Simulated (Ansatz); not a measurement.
Reactions of CH₂ClF₃Si (`FC(F)(F)[SiH2]Cl`).

Gas-phase electronic energies from Ansatz, PBE0-D4/def2-TZVP geometries. CCSD(T)/CBS is the MP2 limit (def2-TZVPP, def2-QZVPP) plus CCSD(T) − MP2 in def2-TZVPP, frozen cores. This one scheme is used for every species, atoms too. Double bonds are as drawn, so ΔE can hold a change between cis and trans. Functionals use def2-TZVPP. No spin–orbit coupling; open shells (•) take unrestricted orbitals. Spin–orbit coupling would lower the free atoms: a little for C, Cl, F, Si. Bonds to Ge are less sure, by a few kJ/mol each and by 10 to 20 or more in all where they break to atoms, as the def2 sets lack core-valence functions. Scalar relativity is left out up to krypton. Each species was taken in one conformer, which may not be the lowest.

```json
{"reaction": "`FC(F)(F)[SiH2]Cl` + `F/C=C/F` → `F/C=C(\\F)C(F)(F)F` + `[SiH3]Cl`", "MP2/CBS(def2) (kcal/mol)": "-0.3", "PBE0-D4 (kcal/mol)": "-0.9"}
{"reaction": "`FC(F)(F)[SiH2]Cl` + `CC[Si]C` → `C[SiH2]C(F)(F)F` + `CC[Si]Cl`", "MP2/CBS(def2) (kcal/mol)": "-14.6", "PBE0-D4 (kcal/mol)": "-15.0"}
{"reaction": "`FC(F)(F)[SiH2]Cl` → `F[SiH2]Cl` + `F[C]F`", "MP2/CBS(def2) (kcal/mol)": "19.4", "PBE0-D4 (kcal/mol)": "24.8"}
{"reaction": "`FC(F)(F)[SiH2]Cl` + H₂ → `FC(F)(F)[SiH3]` + HCl", "MP2/CBS(def2) (kcal/mol)": "19.3", "PBE0-D4 (kcal/mol)": "16.7"}
{"reaction": "`FC(F)(F)[SiH2]Cl` + HCl → `FC(F)(F)[SiH3]` + Cl₂", "MP2/CBS(def2) (kcal/mol)": "66.2", "PBE0-D4 (kcal/mol)": "62.0"}
{"reaction": "`FC(F)(F)[SiH2]Cl` → C• + Cl• + 3 F• + 2 H• + Si•", "MP2/CBS(def2) (kcal/mol)": "702.5", "PBE0-D4 (kcal/mol)": "675.4"}
{"reaction": "`FC(F)(F)[SiH2]Cl` + H₂ → `[SiH3]Cl` + `FC(F)F`", "MP2/CBS(def2) (kcal/mol)": "-12.8", "PBE0-D4 (kcal/mol)": "-13.4"}
{"reaction": "`FC(F)(F)[SiH2]Cl` + `BN[SiH3]` → `BN([SiH3])[SiH2]Cl` + `FC(F)F`", "MP2/CBS(def2) (kcal/mol)": "-23.7", "PBE0-D4 (kcal/mol)": "-20.6"}
{"reaction": "`FC(F)(F)[SiH2]Cl` + `C[N]([GeH3])[SiH](O)F` → `CN([SiH2]Cl)[SiH](O)F` + `F[C](F)(F)[GeH3]`", "MP2/CBS(def2) (kcal/mol)": "-12.6", "PBE0-D4 (kcal/mol)": "-12.8"}
```

(1) Give the CCSD(T)/CBS values in the same order. (An estimate is asked.)

Largest T1 diagnostic: 0.017, for `F[C]F`.

Results:

(1) Computed: -0.3, -14.4, 16.7, 16.9, 62.8, 675.9, -13.2, -22.0, -12.5 kcal/mol.
